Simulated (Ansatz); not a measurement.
NbP:

```
Nb P
1.0
    -1.67492    1.67492    5.74011
     1.67492   -1.67492    5.74011
     1.67492    1.67492   -5.74011
Nb P
2 2
Direct
  0.24988 0.74988 0.50000
  0.49988 0.49988 0.00000
  0.83275 0.33275 0.50000
  0.08275 0.08275 0.00000
```

The cell is a database's computed one.

Base run:

```yaml
Program: Ansatz 0.2.0
Functional: LDA
Potentials_or_basis: Ansatz PAW
Cutoff: "420 eV (not typed: the program's choice for these potentials)"
k_mesh: 11 × 11 × 11
Occupations: fermi-dirac, width 0.05 eV
Spin: no spin polarisation
```

Its results: band gap on the k mesh none (metal or under the smearing width); pressure -9.4 GPa; largest force 0.015 eV/Å.

Question: The run is repeated on the same cell with these changes: functional from LDA to PBEsol. What comes out?

Answer: Band gap on the k mesh none (metal or under the smearing width); pressure -6.4 GPa; largest force 0.017 eV/Å.

PBEsol binds less tightly than LDA, so the same cell stands under more pressure.

Caveats: the PAW data sets come from PBE, with cores solved anew for the run's functional, which leaves a small shift of forces and pressure.
